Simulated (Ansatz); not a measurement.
# TaN (P6_3/mmc) in Ansatz: band structure with r2SCAN

Aim: the band structure of TaN with r2SCAN.

Program: Ansatz 0.2.0. These are calculated values, not measurements. Logs are shortened: lines on timing, memory, paths and dates and some standing lists are left out, and cuts for length are marked.

### 1 The structure

Symmetry: P6_3/mmc, No. 194, hexagonal system. The conventional cell has a = 2.922 Å, b = 2.922 Å, c = 5.917 Å, α = 90.00°, β = 90.00°, γ = 120.00°. Ta (site symmetry -3m) has 6 N at 2.24 Å as nearest neighbours. Around N (site symmetry -6m2) lie 6 Ta at 2.24 Å.

The cell comes from a database or a generator and needn't be the stable form of this composition.

### 2 Band structure, r2SCAN

Input file input.yaml:

```yaml
crystal:
  lattice:
    - [2.9217699809, 0.0, 0.0]
    - [-1.4608849905, 2.5303270275, 0.0]
    - [0.0, 0.0, 5.916515]
  atoms:
    - { symbol: Ta, position: [0.0, 0.0, 0.5] }
    - { symbol: Ta, position: [0.0, 0.0, 0.0] }
    - { symbol: "N", position: [0.3333333333, 0.6666666667, 0.25] }
    - { symbol: "N", position: [0.6666666667, 0.3333333333, 0.75] }
hamiltonian:
  xc: r2scan
  pseudopotentials: { kind: paw }
kpoints:
  mp_grid: { grid: [10, 10, 5] }
  band_path:
    path:
      - [[0.0, 0.0, 0.0], [0.5, 0.0, 0.0], [0.3333333333, 0.3333333333, 0.0], [0.0, 0.0, 0.0], [0.0, 0.0, 0.5], [0.5, 0.0, 0.5], [0.3333333333, 0.3333333333, 0.5], [0.0, 0.0, 0.5]]
      - [[0.5, 0.0, 0.5], [0.5, 0.0, 0.0]]
      - [[0.3333333333, 0.3333333333, 0.0], [0.3333333333, 0.3333333333, 0.5]]
    npoints: 14
scf:
  occupations: { method: fermi_dirac, width: 0.05 }
  n_extra_bands: 10
output:
  forces: true
  stress: true
  eigenvalues: true
  fatbands: false
```

Potentials or basis: Ansatz PAW.

Command:

```sh
ansatz run input.yaml --threads 2 --pin off --max-ram 5632MiB --backend cpu --events-out ev --progress --plain --runs-dir out
```

Standard output:

```text
Warning: RAYON_NUM_THREADS=2 ignored (pool sized by the plan → 2); use --threads N
scf.n_extra_bands = 10 over 18 filled bands (N_el = 36.0): the run solves 28 bands
Engine: ansatz 0.2.0, x86_64-unknown-linux-gnu
Pseudopotentials: kind: paw
Pseudopotential: Ta, paw, valence charge 13, recommended cutoff 500 eV (meta_gga), Ta.paw.azcp
Pseudopotential: N, paw, valence charge 5, recommended cutoff 500 eV (meta_gga), N.paw.azcp
Functional definition: r2SCAN
  parameter k0 = 0.174
  parameter k1 = 0.065
  parameter a1 = 4.9479
  exchange = r2scan_x(k0 = k0, k1 = k1, a1 = a1)
  correlation = r2scan_c
Crystal: 4 atoms, lattice volume = 43.741 Å³
Basis set: ecut = 500 eV, 1113 PW (Γ), exchange–correlation on 96×96×180 points (64 copies of the dense FFT grid, shifted against one another)
Bands: 28, of which v1, the nominal top of the filled ones, is band 18 counted from 1 (17 counted from 0)
Symmetry: 24 space group operations
Space group: P63/mmc (ITA 194), of the structure as read, at distance tolerance 3.5e-5 Å
k-points: 42 of 500
Non-local potential: Ta, projectors of the file, l = 0: 3, l = 1: 2, l = 2: 2, l = 3: 1
Non-local potential: N, projectors of the file, l = 0: 2, l = 1: 2, l = 2: 1
PAW form: soft (Blöchl's): semilocal exchange-correlation on the pseudo side does not see the compensation charge
PAW frozen core: Ta, regenerated for the run's functional (the file was generated under x = pbe(κ = 0.804, μ = 0.2195149727645171), c = pbe(β = 0.06672455060314922))
PAW frozen core: N, regenerated for the run's functional (the file was generated under x = pbe(κ = 0.804, μ = 0.2195149727645171), c = pbe(β = 0.06672455060314922))
PAW one-centre angular grid: Ta, 590 points (default); XC on 160 Gauss nodes
PAW one-centre angular grid: N, 302 points (default); XC on 160 Gauss nodes
Initial density: superposition of atomic densities (neutral atoms: chi_scale 0, normalization atom), corrected by the library's trained network
Initial wavefunctions: pseudopotential atomic-orbital guess
Functional: x = r2scan, c = r2scan; τ floored in thin density (d = 2e-4 eV/Å³)
SCF iter   1: F=—  HF=-20662.372596 eV  |F-HF|=—  |Δ(HF+E_count)|=         —  Δρ=9.57e-3  dr2=2.17e-2  dr2_τ=2.17e-1  ethr=1.77e-3  ⟨swp⟩=6.0  Hψ=5342  notcnv=0  defer=32
preconditioner: auto → Kerker (q_TF=auto, 2.641 Å⁻¹)  [metal: Δε(μ)=0.050 eV  Ē_g=12.377 eV  σ=0.050 eV  W_gap=0.25  n_scr=10 (ndim 8)  ℏωp=25.1 eV  f_vac=0.000  D(μ)=1.20/eV (n_scr^D=4)]
SCF iter   2: F=—  HF=-20662.511444 eV  |F-HF|=—  |Δ(HF+E_count)|=   1.39e-1  Δρ=7.04e-3  dr2=1.74e-2  dr2_τ=6.88e-4  ethr=6.02e-5  ⟨swp⟩=2.0  Hψ=2246  notcnv=0  defer=106
SCF iter   3: F=—  HF=-20662.511511 eV  |F-HF|=—  |Δ(HF+E_count)|=   6.67e-5  Δρ=3.36e-3  dr2=2.46e-3  dr2_τ=9.51e-4  ethr=4.83e-5  ⟨swp⟩=2.0  Hψ=1704  notcnv=0  defer=106
SCF iter   4: F=—  HF=-20662.512025 eV  |F-HF|=—  |Δ(HF+E_count)|=   5.14e-4  Δρ=2.17e-3  dr2=2.21e-3  dr2_τ=1.57e-4  ethr=6.82e-6  ⟨swp⟩=2.2  Hψ=1492  notcnv=0  defer=106
SCF iter   5: F=—  HF=-20662.511665 eV  |F-HF|=—  |Δ(HF+E_count)|=   3.60e-4  Δρ=6.26e-4  dr2=1.78e-4  dr2_τ=1.12e-5  ethr=6.15e-6  ⟨swp⟩=1.9  Hψ=1221  notcnv=0  defer=106
SCF iter   6: F=—  HF=-20662.511647 eV  |F-HF|=—  |Δ(HF+E_count)|=   1.82e-5  Δρ=9.43e-5  dr2=4.31e-6  dr2_τ=2.90e-7  ethr=4.93e-7  ⟨swp⟩=2.0  Hψ=1357  notcnv=0  defer=106
SCF iter   7: F=—  HF=-20662.511648 eV  |F-HF|=—  |Δ(HF+E_count)|=   1.27e-6  Δρ=1.77e-5  dr2=1.48e-7  dr2_τ=1.05e-8  ethr=1.20e-8  ⟨swp⟩=2.0  Hψ=1446  notcnv=0  defer=106
SCF iter   8: F=-20662.511648 eV  HF=-20662.511648 eV  |F-HF|=1.20e-9  |Δ(HF+E_count)|=   2.07e-8  Δρ=2.18e-6  dr2=1.54e-9  dr2_τ=2.34e-10  ethr=2.78e-10  ⟨swp⟩=9.2  Hψ=4573  notcnv=0
SCF 1 converged in 8 iterations: F = -20662.511648 eV  dr2 = 1.54e-9
NSCF: frozen V_eff on 129 k-points
SCF converged after 8 iterations
Free energy (F): -20662.511648 eV
Harris-Foulkes:  -20662.511648 eV  (|F-HF|=1.20e-9)
Internal energy: -20662.502368 eV  (E = F + TS)
E sigma→0 (E₀):  -20662.507008 eV
Entropy (-TS):   -0.009280 eV (-2.320 meV/atom)
Fermi energy:    19.918074 eV
--- Per-component energies (eV) ---
  E_band       = -144.738221
  E_kinetic    = 1000.670538
  E_local      = -1221.671838  (includes V_loc(G=0)·N_el)
  E_nonlocal   = 119.189212
  E_hartree    = 410.946900
  E_xc         = -530.499036
  E_vxc        = -616.014960  (∫ρ·V_xc dr)
  E_paw        = -17104.016736  (= ΣΔE_a)
  E_vpaw       = -280.761262  (= ΣTr[D̂ρ^β])
  E_aug_tail   = 0.000157  (compensation charges beyond the density's cutoff)
  E_vtau       = 31.955349  (kinetic-family band-sum trace: ∫τ·v_τ [+ j·A + Jᵃ·Aᵃ] dr)
  E_ewald      = -3335.549875
  E_core_change = -1.571690  (= ΣΔE_core)
  E_smearing   = -0.009280  (= −TS)
  E_closure    = 0.000000  (closes the sum)
  Σ components = -20662.511648   (vs F -20662.511648, Δ=0.00e0)
--- Forces (eV/Å), atoms counted from 1 ---
  atom   1  Ta     0.00000000    -0.00000000     0.00000000
  atom   2  Ta     0.00000000    -0.00000000     0.00000000
  atom   3  N     -0.00000000    -0.00000000    -0.00000000
  atom   4  N      0.00000000     0.00000000     0.00000000
  max |Σ_I F_I| component: 7.40e-17 eV/Å
--- Stress (GPa, compression-positive) ---
       -6.057598      -0.000000      -0.000000
       -0.000000      -6.057598      -0.000000
       -0.000000      -0.000000      -5.706592
  P = ⅓ Tr σ = -5.9406 GPa (-59.406 kbar)
--- Band table (eV; the first three rows and the last of 42) ---
  k-point 0: bands = ["-50.5194", "-50.4810", "-16.9689", "-16.2035", "-15.9393", "-15.9393", "-15.8779", "-15.8779", "1.3523", "3.6741", "10.2778", "14.8446", "14.8446", "15.4562", "16.1827", "17.7169", "17.7169", "19.7181", "19.7181", "20.5265", "20.5265", "22.3009", "23.3420", "24.0296", "24.0296", "26.1639", "26.1639", "26.6355"]
  k-point 1: bands = ["-50.5158", "-50.4846", "-16.8999", "-16.2812", "-15.9335", "-15.9335", "-15.8838", "-15.8838", "1.5393", "3.3934", "10.6900", "14.4590", "15.0093", "15.0093", "17.1087", "17.1454", "17.1454", "20.2668", "20.2668", "20.6331", "20.6331", "21.5752", "23.7921", "23.9579", "23.9579", "25.7884", "25.7884", "26.6132"]
  k-point 2: bands = ["-50.5062", "-50.4943", "-16.7156", "-16.4795", "-15.9182", "-15.9182", "-15.8992", "-15.8992", "2.0505", "2.7453", "11.7316", "13.0751", "15.4899", "15.4899", "16.2411", "16.2411", "18.4547", "20.0372", "20.8642", "20.8642", "20.8707", "20.8707", "24.1225", "24.1225", "24.8860", "24.9056", "24.9056", "26.0494"]
  k-point 41: bands = ["-50.4092", "-50.3981", "-16.7663", "-16.7275", "-16.5591", "-16.5252", "-16.4473", "-16.2527", "3.5633", "3.6616", "12.5167", "12.6417", "13.2559", "13.6931", "14.0417", "14.6755", "19.2884", "19.4004", "21.7710", "22.3460", "23.4707", "23.7054", "24.3580", "24.5406", "28.2300", "28.4005", "30.4013", "31.3028"]
```

bands.tsv:

```text
# k_distance	band_0	band_1	band_2	band_3	band_4	band_5	band_6	band_7	band_8	band_9	band_10	band_11	band_12	band_13	band_14	band_15	band_16	band_17	band_18	band_19	band_20	band_21	band_22	band_23	band_24	band_25	band_26	band_27
[... 148 lines left out ...]
8.339129	-70.322171	-70.318154	-36.585932	-36.585932	-36.563806	-36.563806	-36.299971	-36.229619	-16.280710	-16.280710	-7.391022	-7.391022	-6.150040	-6.088024	-6.088024	-5.768673	-0.477547	-0.477547	2.722241	2.722241	3.041392	3.348192	4.187933	4.187933	8.601589	8.601589	10.723811	11.147414
8.377057	-70.320163	-70.320163	-36.583773	-36.583773	-36.565977	-36.565977	-36.264888	-36.264888	-16.280343	-16.280343	-7.393602	-7.393602	-6.086461	-6.086461	-5.960630	-5.960630	-0.482492	-0.482492	2.758763	2.758763	3.190768	3.190768	4.148870	4.148870	8.615860	8.615860	10.932293	10.932293
```

It took 2.5 s on 2 threads of AMD EPYC 9R45 (Zen 5), shared host; peak memory 0.52 GiB.

What came out:

```yaml
Free_energy: -20662.5116 eV
Pressure: -5.9 GPa
Band_gap_on_the_k_mesh: none (metal or under the smearing width)
```

Stress tensor (GPa, compression positive):
```
-6.06  0.00  0.00
 0.00 -6.06  0.00
 0.00  0.00 -5.71
```

Levels at the corners of the path, in eV from the Fermi level:
```csv
point,band 14,band 15,band 16,band 17,band 18,band 19,band 20,band 21,band 22,band 23
Γ,-4.46,-3.74,-2.20,-2.20,-0.20,-0.20,0.61,0.61,2.38,3.42
M,-5.65,-4.46,-3.81,-3.05,-2.20,3.01,4.10,4.92,5.35,5.53
K,-6.24,-6.24,-4.14,0.19,0.19,0.95,0.95,2.07,5.01,6.53
Γ,-4.46,-3.74,-2.20,-2.20,-0.20,-0.20,0.61,0.61,2.38,3.42
A,-4.08,-4.08,-4.08,-0.69,-0.69,1.01,1.01,1.01,1.01,4.54
L,-6.18,-4.59,-4.59,-2.31,-2.31,4.01,4.01,4.87,4.87,5.85
H,-6.09,-5.96,-5.96,-0.48,-0.48,2.76,2.76,3.19,3.19,4.15
A,-4.08,-4.08,-4.08,-0.69,-0.69,1.01,1.01,1.01,1.01,4.54
L,-6.18,-4.59,-4.59,-2.31,-2.31,4.01,4.01,4.87,4.87,5.85
M,-5.65,-4.46,-3.81,-3.05,-2.20,3.01,4.10,4.92,5.35,5.53
K,-6.24,-6.24,-4.14,0.19,0.19,0.95,0.95,2.07,5.01,6.53
H,-6.09,-5.96,-5.96,-0.48,-0.48,2.76,2.76,3.19,3.19,4.15
```

Caveat: spin-orbit coupling is left out, which moves the levels of the heavy elements; the PAW data sets come from PBE, with cores solved anew for the run's functional, which leaves a small shift of forces and pressure.
